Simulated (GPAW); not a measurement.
Fe2Ge:

```xyz
3
Lattice="4.1636 0.0000 0.0000 -2.0818 3.6058 0.0000 0.0000 0.0000 2.6265" Properties=species:S:1:pos:R:3 pbc="T T T"
Ge    0.0000    0.0000    0.0000
Fe    0.0000    2.4039    1.3132
Fe    2.0818    1.2019    1.3132
```

The cell comes from a database or a generator and needn't be the stable form of this composition.

- Program: GPAW 26.7.0
- Task: relaxation of cell and atoms
- Functional: PBEsol
- Dispersion: D3(BJ)+ATM
- Potentials or basis: PAW data sets generated in the run's folder for this functional
- Cutoff: 600 eV
- Basis: pw
- k mesh: 5 × 5 × 7
- Occupations: fermi-dirac, width 0.05 eV
- Spin: collinear spin, ferromagnetic start
- Starting moments: [0.0, 3.0, 3.0] μB

At the start: pressure -10.1 GPa; volume 13.14 Å³/atom.

Problem. How do energy, volume and symmetry change on relaxing?

Solution. Over 7 steps the energy falls by 33.8 meV/atom and the volume is 12.04 Å³/atom (-8.4 %); space group P6/mmm (No. 191, to 0.05 Å); moment 4.07 μB per cell.

Step by step:
```csv
step,energy change (eV),largest force (eV/Å),pressure (GPa),volume (Å³)
1,0.0000,0.0000,-10.09,39.43
2,-0.0270,0.0000,-8.78,38.97
3,-0.0999,0.0000,0.26,36.21
4,-0.1005,0.0000,0.11,36.24
5,-0.1027,0.0000,-0.43,36.32
6,-0.1024,0.0000,-0.32,36.24
7,-0.1013,0.0000,-0.18,36.12
```

Final structure:
```xyz
3
Lattice="4.0111 0.0000 0.0000 -2.0056 3.4737 0.0000 0.0000 0.0000 2.5920" Properties=species:S:1:pos:R:3 pbc="T T T"
Ge    0.0000    0.0000    0.0000
Fe    0.0000    2.3158    1.2960
Fe    2.0056    1.1579    1.2960
```

Caveat: each step starts from the last one's moments, so a moment once lost doesn't come back; later steps reuse the first step's grids; pairwise dispersion overbinds metals, which lowers pressure and volume.
